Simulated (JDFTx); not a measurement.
The system is WC (Qusongite).

```xyz
2
Lattice="2.9065 0.0000 0.0000 -1.4532 2.5171 0.0000 0.0000 0.0000 2.8366" Properties=species:S:1:pos:R:3 pbc="T T T"
W     0.0000    0.0000    0.0000
C     1.4533    0.8390    1.4183
```

| Property | Result |
| --- | --- |
| Program | JDFTx 1.7.0 (patched build) |
| Task | relaxation of cell and atoms |
| Functional | PBE |
| Potentials or basis | SG15-PBE-1.2 with smoothed tails |
| Cutoff | 1361 eV |
| Density cutoff | 10885 eV |
| k mesh | 8 × 8 × 7 |
| Occupations | fermi-dirac, width 0.05 eV |
| Spin | no spin polarisation |

At the start: pressure 5.1 GPa; volume 10.38 Å³/atom.

Task: Where does the relaxation end?

Result: Over 6 steps the energy falls by 2.2 meV/atom and the volume is 10.51 Å³/atom (+1.3 %); space group P-6m2 (No. 187, to 0.05 Å).

The path:
```
step  energy change (eV)  largest force (eV/Å)  pressure (GPa)  volume (Å³)
   1              0.0000                0.0000            5.09        20.75
   2             -0.0016                0.0000            4.02        20.81
   3             -0.0044                0.0000            0.20        21.01
   4             -0.0045                0.0000            0.06        21.02
   5             -0.0045                0.0000            0.00        21.03
   6             -0.0045                0.0000            0.00        21.03
```

Final structure:
```
W C
1.0
     2.92210    0.00000    0.00000
    -1.46105    2.53061    0.00000
     0.00000    0.00000    2.84379
W C
1 1
Direct
  0.00000 0.00000 0.00000
  0.66667 0.33333 0.50000
```
